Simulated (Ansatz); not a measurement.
# Ag (beta tin type): how the settings move a single-point run

Question: which choices in the input matter for Ag (beta tin type)?

Computed with Ansatz 0.2.0 (reference: DFT, PBE, norm-conserving pseudopotentials, Ansatz's default files, scalar-relativistic, unless a step's input says otherwise).

## (1) Starting point

The structure is tetragonal, space group I4_1/amd (No. 141). The conventional cell has a = 5.322 Å, b = 5.322 Å, c = 2.790 Å, α = 90.00°, β = 90.00°, γ = 90.00°. Ag (site symmetry -4m2) is surrounded by 6 Ag at 2.75 to 2.79 Å.

As a file:

```xyz
2
Lattice="-2.6609 2.6609 1.3950 2.6609 -2.6609 1.3950 2.6609 2.6609 -1.3950" Properties=species:S:1:pos:R:3 pbc="T T T"
Ag    0.0000   -1.3304   -0.3488
Ag    0.0000    1.3304    0.3488
```

## (2) The reference run

Input file input.yaml:

```yaml
crystal:
  lattice:
    - [-2.6608906731, 2.6608906731, 1.3950071283]
    - [2.6608906731, -2.6608906731, 1.3950071283]
    - [2.6608906731, 2.6608906731, -1.3950071283]
  atoms:
    - { symbol: Ag, position: [-0.375, -0.125, -0.25] }
    - { symbol: Ag, position: [0.375, 0.125, 0.25] }
kpoints:
  mp_grid: { grid: [15, 15, 15] }
scf:
  occupations: { method: fermi_dirac, width: 0.1 }
hamiltonian:
  xc: pbe
  pseudopotentials: { kind: nc }
output:
  forces: true
  stress: true
  eigenvalues: true
```

Command:

```sh
ansatz run input.yaml --threads 1 --pin off --max-ram 2048MiB --backend cpu --events-out ev --progress --plain --runs-dir out
```

## (3) Changing settings: scf.algorithm direct_min, n_extra_bands 1, ecutwfc 350 eV

input.yaml, as its differences from that of step 2:

```diff
@@ -12,2 +12,4 @@
   occupations: { method: fermi_dirac, width: 0.1 }
+  algorithm: direct_min
+  n_extra_bands: 1
 hamiltonian:
@@ -19 +21,3 @@
   eigenvalues: true
+basis:
+  ecutwfc: "350 eV"
```

Q: Predict the outcome of this session. Wanted: for each run, ending; energy change; pressure; gap; force.

The runs gave:

```csv
run,ending,energy change,pressure (GPa),gap (eV),force (eV/Å),cycles,time
reference,converged,0,0.0,0.00,0.00,7,11 s
"1: scf.algorithm direct_min, n_extra_bands 1, ecutwfc 350 eV",converged,+40.21 eV/atom,-23.3,0.00,0.00,7,16 s
```

Residual by cycle in the longest SCF loop of each run; runs are numbered as in the table. The quantity is the density residual dr2, in eV.

```csv
cycle,reference,run 1
1,1.37,40.8
2,0.163,45.7
3,0.0218,0.0877
4,8.0e-4,3.6e-5
5,4.1e-5,1.7e-7
6,9.8e-7,4.9e-8
7,9.3e-8,1.8e-9
```

What this shows: Changing the solver, band count and cutoff moves the energy by +40.21 eV/atom, and the pressure goes from 0.0 to -23.3 GPa. The log warns that the cutoff is under what these potentials recommend, so the shift is basis error. Cost: 16 s against 11 s. Run 1 ran under the cutoff that the potentials recommend, as the log warns, so basis error is mixed into its values.
